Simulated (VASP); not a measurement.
A run of VASP 6.6.1 is set up as follows.

File INCAR:

```
SYSTEM = CdSe
PREC = Accurate ; ENCUT = 520
EDIFF = 1E-6 ; ISMEAR = 0
SIGMA = 0.02 ; LREAL = .False.
LASPH = .True. ; NELM = 100
ALGO = Fast ; ISIF = 2
LWAVE = .False. ; LCHARG = .False.
GGA = PS ; NBANDS = 26
```

The input KPOINTS:

```
regular mesh
0
Gamma
  9 9 6
  0 0 0
```

Contents of POSCAR:

```
CdSe
1.0
    4.3010051068      0.0000000000      0.0000000000
   -2.1505025534      3.7247796843      0.0000000000
    0.0000000000      0.0000000000      7.0220889238
Cd Se
2 2
Direct
    0.3333333333      0.6666666667      0.0046927273
    0.6666666667      0.3333333333      0.5046927273
    0.3333333333      0.6666666667      0.3803072727
    0.6666666667      0.3333333333      0.8803072727
```

Potentials or basis: VASP PAW PBE potentials, release 64 (Cd, Se).

Launch:

```console
$ cat potpaw_PBE.64/Cd/POTCAR potpaw_PBE.64/Se/POTCAR > POTCAR
$ mpirun -np 1 vasp_std > vasp.out
```

(1) Predict the pressure.

(2) Predict the band gap on the k mesh.

Answers

(1) 0.4 GPa.

(2) 0.54 eV, direct.

Caveat: the PAW data sets were made with another functional, which shifts forces and pressure a little.

**What was measured.**

A printed reference work, data compilation reports, for a bulk crystal of CdSe at 2 K: band gap 1.841 eV.

A measured gap of CdSe is 1.841 eV (2 K; a printed reference work, data compilation); the calculated 0.54 eV misses it by -1.30 eV. So large a miss can be the level of theory's own, or it may mean another phase, state or a wrong row. Spin-orbit coupling on Cd, Se is left out. The value is that of PBEsol, without temperature or zero-point motion. Semilocal functionals fall short of measured gaps as a rule.
